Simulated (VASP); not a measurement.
Here is a VASP 6.6.1 calculation.

The input INCAR:

```
ALGO = Normal
EDIFF = 1E-7
EDIFFG = -0.01
ENCUT = 600
GGA = PE
IBRION = 2
ISIF = 4
ISMEAR = 0
IVDW = 12
LASPH = T
LCHARG = F
LREAL = F
LWAVE = F
NELM = 80
NSW = 60
PREC = Accurate
SIGMA = 0.05
```

Contents of KPOINTS:

```
k-points
0
Gamma
  12 12 6
```

The input POSCAR:

```
BN
1.0
    2.4350640538      0.0000000000      0.0000000000
   -1.2175320269      2.1088273304      0.0000000000
    0.0000000000      0.0000000000      4.0300488003
B N
2 2
Direct
    0.6666666667      0.3333333333      0.0005477846
    0.3333333333      0.6666666667      0.5005477846
    0.6666666667      0.3333333333      0.3744522154
    0.3333333333      0.6666666667      0.8744522154
```

Potentials or basis: VASP PAW PBE potentials, release 64 (B, N).

Command:

```bash
$ cat potpaw_PBE.64/B/POTCAR potpaw_PBE.64/N/POTCAR > POTCAR
$ mpirun -np 1 vasp_std > vasp.out
```

Q: Predict the dispersion energy per atom.

A: -0.239 eV.

Q: Estimate the band gap on the k mesh.

A: 4.86 eV, indirect (least direct gap 8.87 eV).

Forces in eV/Å, atoms in the order of the input:
```
B    0.000  0.000 -0.004
B    0.000  0.000 -0.004
N    0.000  0.000  0.004
N    0.000  0.000  0.004
```

 A k mesh can miss the band edges.
